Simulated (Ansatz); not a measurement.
A relaxation computed with Ansatz, from input to last step.

```yaml
crystal:
  lattice:
    - [-3.9567894402, 3.6556889553, 3.9567894402]
    - [3.9567894402, -3.6556889553, 3.9567894402]
    - [3.9567894402, 3.6556889553, -3.9567894402]
  atoms:
    - { symbol: In, position: [0.003200264, -0.0081454808, -0.0049452168] }
    - { symbol: In, position: [-0.0113457449, -0.0081454808, 0.496799736] }
    - { symbol: In, position: [-0.0020416475, 0.500479776, -0.0025214235] }
    - { symbol: In, position: [0.003200264, 0.5081454808, 0.5113457449] }
    - { symbol: In, position: [0.4969988005, -0.000479776, -0.0025214235] }
    - { symbol: In, position: [0.5025214235, -0.000479776, 0.5020416475] }
    - { symbol: In, position: [0.5025214235, 0.500479776, 0.0030011995] }
    - { symbol: In, position: [0.5049452168, 0.5081454808, 0.496799736] }
    - { symbol: H, position: [0.125, 0.25, 0.375] }
basis:
  ecutwfc: 420
kpoints:
  mp_grid: { grid: [6, 6, 6] }
hamiltonian:
  xc: pbe
scf:
  occupations: { method: gaussian, width: 0.1 }
output:
  forces: true
  stress: true
  eigenvalues: true
  write_density: true
  write_potential: true
  elf: true
  volumetric_format: npy
relax:
  adjacent_minimum: "off"
  f_tol: 0.025
  max_steps: 70
  cell: { stress_tol: 0.12 }
```

```bash
ansatz run input.yaml --threads 2 --pin off --max-ram 5120MiB --backend cpu --events-out ev --progress --plain --runs-dir out
```

Level of theory: Ansatz 0.2.0, DFT PBE, scalar-relativistic, plane waves, PAW.

Of 11 frames 10 are shown, positions in Å and forces in eV/Å; the SCF threshold varies from step to step. Steps run on the plane waves of an earlier cell, with a Pulay correction in the pressure. The basis is chosen afresh for the last frame, the zero of the energies, and can be on the way; energy and pressure step there, also at an unchanged geometry. The mark taken_back stands on steps that the optimiser undid.

```xyz
9
Lattice="-3.9568 3.6557 3.9568 3.9568 -3.6557 3.9568 3.9568 3.6557 -3.9568" Properties=species:S:1:pos:R:3:forces:R:3 pbc="T T T" step=1 free_energy_over_end_meV_per_atom=5.45 pressure_GPa=0.00
In   -0.0645    0.0234    0.0000    0.0290   -0.0340    0.0000
In    1.9784    1.8044   -2.0429    0.0000    0.0340    0.0290
In    1.9784   -1.8463    1.9822    0.0000    0.0300   -0.0010
In    4.0212    0.0234    0.0000   -0.0290   -0.0340    0.0000
In   -1.9784    1.8094    1.9746    0.0000    0.0300    0.0010
In   -0.0038    3.6741    0.0000    0.0010   -0.0300    0.0000
In    0.0038    0.0184    3.9568   -0.0010   -0.0300    0.0000
In    1.9784    1.8044    2.0429    0.0000    0.0340   -0.0290
H     1.9784    0.9139    0.0000    0.0000    0.0000    0.0000
9
Lattice="-3.9498 3.6682 3.9498 3.9498 -3.6682 3.9498 3.9498 3.6682 -3.9498" Properties=species:S:1:pos:R:3:forces:R:3 pbc="T T T" step=2 free_energy_over_end_meV_per_atom=4.97 pressure_GPa=0.01
In   -0.0575    0.0090    0.0000    0.0140   -0.0200    0.0000
In    1.9749    1.8251   -2.0324    0.0000    0.0200    0.0140
In    1.9749   -1.8467    1.9813    0.0000    0.0100    0.0100
In    4.0073    0.0090    0.0000   -0.0140   -0.0200    0.0000
In   -1.9749    1.8215    1.9684    0.0000    0.0100   -0.0100
In   -0.0065    3.6808    0.0000   -0.0100   -0.0100    0.0000
In    0.0065    0.0126    3.9498    0.0100   -0.0100    0.0000
In    1.9749    1.8251    2.0324    0.0000    0.0200   -0.0140
H     1.9749    0.9170    0.0000    0.0000    0.0000    0.0000
9
Lattice="-3.9097 3.7393 3.9097 3.9097 -3.7393 3.9097 3.9097 3.7393 -3.9097" Properties=species:S:1:pos:R:3:forces:R:3 pbc="T T T" step=3 free_energy_over_end_meV_per_atom=3.78 pressure_GPa=0.06
In   -0.0341   -0.0499    0.0000    0.0010    0.0300    0.0000
In    1.9548    1.9196   -1.9890    0.0000   -0.0300    0.0010
In    1.9548   -1.8693    1.9866    0.0000   -0.0640    0.0120
In    3.9438   -0.0499    0.0000   -0.0010    0.0300    0.0000
In   -1.9548    1.8700    1.9231    0.0000   -0.0640   -0.0120
In   -0.0318    3.7390    0.0000   -0.0120    0.0640    0.0000
In    0.0318   -0.0004    3.9097    0.0120    0.0640    0.0000
In    1.9548    1.9196    1.9890    0.0000   -0.0300   -0.0010
H     1.9548    0.9348    0.0000    0.0000    0.0000    0.0000
9
Lattice="-3.8355 3.8984 3.8355 3.8355 -3.8984 3.8355 3.8355 3.8984 -3.8355" Properties=species:S:1:pos:R:3:forces:R:3 pbc="T T T" step=4 free_energy_over_end_meV_per_atom=2.24 pressure_GPa=0.00
In    0.0147   -0.1303    0.0000   -0.0050    0.0400    0.0000
In    1.9177    2.0795   -1.9030    0.0000   -0.0400   -0.0050
In    1.9177   -1.9950    1.9953    0.0000   -0.0720    0.0140
In    3.8207   -0.1303    0.0000    0.0050    0.0400    0.0000
In   -1.9177    1.9034    1.8402    0.0000   -0.0720   -0.0140
In   -0.0776    3.9442    0.0000   -0.0140    0.0720    0.0000
In    0.0776    0.0458    3.8355    0.0140    0.0720    0.0000
In    1.9177    2.0795    1.9030    0.0000   -0.0400    0.0050
H     1.9177    0.9746    0.0000    0.0000    0.0000    0.0000
9
Lattice="-3.8555 3.8662 3.8555 3.8555 -3.8662 3.8555 3.8555 3.8662 -3.8555" Properties=species:S:1:pos:R:3:forces:R:3 pbc="T T T" step=5 free_energy_over_end_meV_per_atom=1.39 pressure_GPa=-0.03
In    0.0280   -0.1183    0.0000   -0.0380   -0.0400    0.0000
In    1.9277    2.0515   -1.8997    0.0000    0.0400   -0.0380
In    1.9277   -2.0211    2.0210    0.0000    0.0030    0.0140
In    3.8274   -0.1183    0.0000    0.0380   -0.0400    0.0000
In   -1.9277    1.8451    1.8345    0.0000    0.0030   -0.0140
In   -0.0932    3.9542    0.0000   -0.0140   -0.0030    0.0000
In    0.0932    0.0880    3.8555    0.0140   -0.0030    0.0000
In    1.9277    2.0515    1.8997    0.0000    0.0400    0.0380
H     1.9277    0.9666    0.0000    0.0000    0.0000    0.0000
9
Lattice="-3.8723 3.8205 3.8723 3.8723 -3.8205 3.8723 3.8723 3.8205 -3.8723" Properties=species:S:1:pos:R:3:forces:R:3 pbc="T T T" step=7 free_energy_over_end_meV_per_atom=1.83 pressure_GPa=0.30 taken_back
In    0.1496   -0.3353    0.0000    0.1140    0.0900    0.0000
In    1.9361    2.2455   -1.7866    0.0000   -0.0900    0.1140
In    1.9361   -2.1232    2.1905    0.0000    0.0740   -0.0200
In    3.7227   -0.3353    0.0000   -0.1140    0.0900    0.0000
In   -1.9361    1.6974    1.6818    0.0000    0.0740    0.0200
In   -0.2543    4.0334    0.0000    0.0200   -0.0740    0.0000
In    0.2543    0.2129    3.8723   -0.0200   -0.0740    0.0000
In    1.9361    2.2455    1.7866    0.0000   -0.0900   -0.1140
H     1.9361    0.9551    0.0000    0.0000    0.0000    0.0000
9
Lattice="-3.8634 3.8521 3.8634 3.8634 -3.8521 3.8634 3.8634 3.8521 -3.8634" Properties=species:S:1:pos:R:3:forces:R:3 pbc="T T T" step=8 free_energy_over_end_meV_per_atom=0.34 pressure_GPa=0.01
In    0.0796   -0.2130    0.0000    0.0250    0.0010    0.0000
In    1.9317    2.1390   -1.8521    0.0000   -0.0010    0.0250
In    1.9317   -2.0578    2.0939    0.0000   -0.0130   -0.0050
In    3.7838   -0.2130    0.0000   -0.0250    0.0010    0.0000
In   -1.9317    1.7943    1.7695    0.0000   -0.0130    0.0050
In   -0.1622    3.9838    0.0000    0.0050    0.0130    0.0000
In    0.1622    0.1318    3.8634   -0.0050    0.0130    0.0000
In    1.9317    2.1390    1.8521    0.0000   -0.0010   -0.0250
H     1.9317    0.9630    0.0000    0.0000    0.0000    0.0000
9
Lattice="-3.8769 3.8409 3.8769 3.8769 -3.8409 3.8769 3.8769 3.8409 -3.8769" Properties=species:S:1:pos:R:3:forces:R:3 pbc="T T T" step=9 free_energy_over_end_meV_per_atom=0.26 pressure_GPa=-0.04
In    0.1398   -0.2948    0.0000   -0.0010    0.0350    0.0000
In    1.9384    2.2153   -1.7987    0.0000   -0.0350   -0.0010
In    1.9384   -2.1015    2.1512    0.0000    0.0170    0.0390
In    3.7371   -0.2948    0.0000    0.0010    0.0350    0.0000
In   -1.9384    1.7395    1.7256    0.0000    0.0170   -0.0390
In   -0.2128    4.0219    0.0000   -0.0390   -0.0170    0.0000
In    0.2128    0.1810    3.8769    0.0390   -0.0170    0.0000
In    1.9384    2.2153    1.7987    0.0000   -0.0350    0.0010
H     1.9384    0.9602    0.0000    0.0000    0.0000    0.0000
9
Lattice="-3.8699 3.8467 3.8699 3.8699 -3.8467 3.8699 3.8699 3.8467 -3.8699" Properties=species:S:1:pos:R:3:forces:R:3 pbc="T T T" step=10 free_energy_over_end_meV_per_atom=0.04 pressure_GPa=0.00
In    0.1174   -0.2610    0.0000    0.0160   -0.0050    0.0000
In    1.9349    2.1844   -1.8175    0.0000    0.0050    0.0160
In    1.9349   -2.0879    2.1401    0.0000   -0.0050   -0.0210
In    3.7524   -0.2610    0.0000   -0.0160   -0.0050    0.0000
In   -1.9349    1.7588    1.7298    0.0000   -0.0050    0.0210
In   -0.2052    4.0113    0.0000    0.0210    0.0050    0.0000
In    0.2052    0.1646    3.8699   -0.0210    0.0050    0.0000
In    1.9349    2.1844    1.8175    0.0000    0.0050   -0.0160
H     1.9349    0.9617    0.0000    0.0000    0.0000    0.0000
9
Lattice="-3.8699 3.8467 3.8699 3.8699 -3.8467 3.8699 3.8699 3.8467 -3.8699" Properties=species:S:1:pos:R:3:forces:R:3 pbc="T T T" step=11 free_energy_over_end_meV_per_atom=0.00 pressure_GPa=0.00
In    0.1174   -0.2610    0.0000    0.0160   -0.0050    0.0000
In    1.9349    2.1844   -1.8175    0.0000    0.0050    0.0160
In    1.9349   -2.0879    2.1401    0.0000   -0.0050   -0.0210
In    3.7524   -0.2610    0.0000   -0.0160   -0.0050    0.0000
In   -1.9349    1.7588    1.7298    0.0000   -0.0050    0.0210
In   -0.2052    4.0113    0.0000    0.0210    0.0050    0.0000
In    0.2052    0.1646    3.8699   -0.0210    0.0050    0.0000
In    1.9349    2.1844    1.8175    0.0000    0.0050   -0.0160
H     1.9349    0.9617    0.0000    0.0000    0.0000    0.0000
```

The run took 3.8 min on 2 threads of Arm Neoverse V2, on a shared host, peak memory 0.69 GiB.